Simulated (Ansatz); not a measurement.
SiO2: Electric field gradients

The cell is a Materials Project structure (computed, not necessarily an observed phase), taken as it stands.

```
CELL_PARAMETERS angstrom
8.98644 0.00000 0.00000
0.00000 8.98644 0.00000
0.00000 0.00000 8.07132
ATOMIC_POSITIONS crystal
Si 0.28247 0.55543 0.43724
Si 0.55543 0.28247 0.93724
Si 0.71753 0.55543 0.06276
Si 0.55543 0.71753 0.56276
Si 0.78247 0.94457 0.43724
Si 0.44457 0.28247 0.56276
Si 0.05543 0.21753 0.93724
Si 0.78247 0.05543 0.06276
Si 0.71753 0.44457 0.43724
Si 0.94457 0.21753 0.56276
Si 0.21753 0.05543 0.43724
Si 0.05543 0.78247 0.56276
Si 0.44457 0.71753 0.93724
Si 0.28247 0.44457 0.06276
Si 0.21753 0.94457 0.06276
Si 0.94457 0.78247 0.93724
O 0.86974 0.36974 0.50000
O 0.82350 0.91644 0.94354
O 0.58356 0.32350 0.44354
O 0.63026 0.86974 0.50000
O 0.50000 0.26171 0.75000
O 0.41644 0.67650 0.44354
O 0.50000 0.73829 0.75000
O 0.17650 0.91644 0.55646
O 0.13026 0.36974 0.00000
O 0.17650 0.08356 0.94354
O 0.32350 0.58356 0.94354
O 0.67650 0.41644 0.94354
O 0.36974 0.86974 0.00000
O 0.67650 0.58356 0.55646
O 0.58356 0.67650 0.05646
O 0.32350 0.41644 0.55646
O 0.73829 0.50000 0.25000
O 0.13026 0.63026 0.50000
O 0.41644 0.32350 0.05646
O 0.82350 0.08356 0.55646
O 0.91644 0.82350 0.44354
O 0.23829 0.00000 0.25000
O 0.08356 0.17650 0.44354
O 0.76171 0.00000 0.25000
O 0.26171 0.50000 0.25000
O 0.91644 0.17650 0.05646
O 0.00000 0.23829 0.75000
O 0.08356 0.82350 0.05646
O 0.00000 0.76171 0.75000
O 0.63026 0.13026 0.00000
O 0.86974 0.63026 0.00000
O 0.36974 0.13026 0.50000
```

Sites (sets of like atoms) are named by element and the number of their first atom in this list.

Level of theory: DFT, r2SCAN, plane waves and PAW, scalar-relativistic, 500 eV cutoff, Γ-centred 3×3×3 k-points, Fermi–Dirac smearing 0.02 eV (Ansatz 0.2.0).

Conventions: |V_zz| ≥ |V_yy| ≥ |V_xx|, η = (V_xx − V_yy)/V_zz, C_Q = eQV_zz/h.

O-17: I = 5/2, Q = -25.58 mb. Nuclear quadrupole moments: year-2017 set (Pyykkö).

| site | atoms (order as listed) | first shell | V_xx, V_yy, V_zz (10²¹ V/m²) | η | C_Q (MHz) |
| --- | --- | --- | --- | --- | --- |
| Si | 1, 2, 3, 4, 5, 6, … | 4 O at 1.60–1.62 Å | -0.002, -0.90, 0.91 | 1.00 | – |
| O17 | 17, 20, 25, 29, 34, 46, … | 2 Si at 1.61 Å, angle 144° | -4.04, -5.24, 9.28 | 0.13 | -5.74 |
| O18 | 18, 19, 22, 24, 26, 27, … | 2 Si at 1.62 Å, angle 138° | -3.39, -5.43, 8.82 | 0.23 | -5.45 |
| O21 | 21, 23, 33, 38, 40, 41, … | 2 Si at 1.60 Å, angle 167° | -4.95, -4.99, 9.94 | 0.00 | -6.15 |

At O17 and O18 V_zz runs parallel to the line that joins its two neighbours (within 1°) in each case. At O21 V_zz points along the line of its two bonds (within 1°).

Si has no stable isotope with a ground-state quadrupole moment in the table, so no C_Q is given.

Where η is near 1 the sign of V_zz means little.
